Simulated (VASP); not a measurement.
CdS (Greenockite): relaxation of cell and atoms with rev-vdW-DF2

Crystal: CdS (Greenockite).

```xyz
4
Lattice="4.1500 0.0000 0.0000 -2.0750 3.5940 0.0000 0.0000 0.0000 6.7370" Properties=species:S:1:pos:R:3 pbc="T T T"
Cd    2.0750    1.1980    3.3685
Cd    0.0000    2.3960    0.0000
S     2.0750    1.1980    5.8949
S     0.0000    2.3960    2.5264
```

```
Program                : VASP 6.6.1
Task                   : relaxation of cell and atoms
Functional             : rev-vdW-DF2
Potentials or basis    : VASP PAW PBE potentials, release 64 (Cd, S)
Cutoff                 : 600 eV
k mesh                 : 7 × 7 × 4
Occupations            : fermi-dirac, width 0.05 eV
Spin                   : no spin polarisation
Further INCAR settings : ALGO = Fast; EDIFF = 1e-06; IBRION = 2; EDIFFG = -0.01; NSW = 40; ISIF = 3
```

```yaml
Relaxed_volume: 25.58 Å³/atom
Relaxed_cell: a = 4.169 Å, b = 4.169 Å, c = 6.796 Å, α = 90.00°, β = 90.00°, γ = 120.00°
Space_group_after_relaxing_to_0.05_Å: P6_3mc (No. 186)
Energy_gained_by_relaxing: 1.8 meV/atom
Ionic_steps: 4
Pressure_after_relaxing: 0.0 GPa
Largest_force_after_relaxing: 0.009 eV/Å
Band_gap_on_the_k_mesh: 1.00 eV, direct
```

Forces on the atoms (eV/Å):
```
Cd   0.000  0.000 -0.009
Cd   0.000  0.000 -0.009
S    0.000  0.000  0.009
S    0.000  0.000  0.009
```

Stress tensor (GPa, compression positive):
```
-0.05  0.00  0.00
 0.00 -0.05  0.00
 0.00  0.00  0.04
```

Step by step:
| step | energy change (eV) | largest force (eV/Å) | pressure (GPa) | volume (Å³) |
| --- | --- | --- | --- | --- |
| 1 | 0.0000 | 0.0649 | 1.08 | 100.48 |
| 2 | -0.0064 | 0.0079 | -0.36 | 102.95 |
| 3 | -0.0071 | 0.0081 | -0.04 | 102.35 |
| 4 | -0.0071 | 0.0091 | -0.02 | 102.31 |

Final structure:
```
Cd S
1.0
     4.16932    0.00000    0.00000
    -2.08466    3.61074    0.00000
     0.00000    0.00000    6.79597
Cd S
2 2
Direct
  0.66667 0.33333 0.49965
  0.33333 0.66667 0.99965
  0.66667 0.33333 0.87535
  0.33333 0.66667 0.37535
```

Levels at points of the mesh, in eV from the valence-band top:
```csv
k point,band 16,band 17,band 18,band 19,band 20,band 21
"(0.00, 0.00, 0.00)",-0.05,0.00,0.00,1.00,2.66,6.41
"(0.00, 0.00, 0.50)",-0.37,-0.37,-0.37,2.68,2.68,6.05
```

It took 4.5 min on 1 thread of Intel(R) Xeon(R) 6975P-C (Granite Rapids), with other jobs on the host, peak memory 0.64 GiB.

Caveat: the PAW data sets were made with another functional, which shifts forces and pressure a little. Zero-point motion and thermal expansion aren't in these numbers.
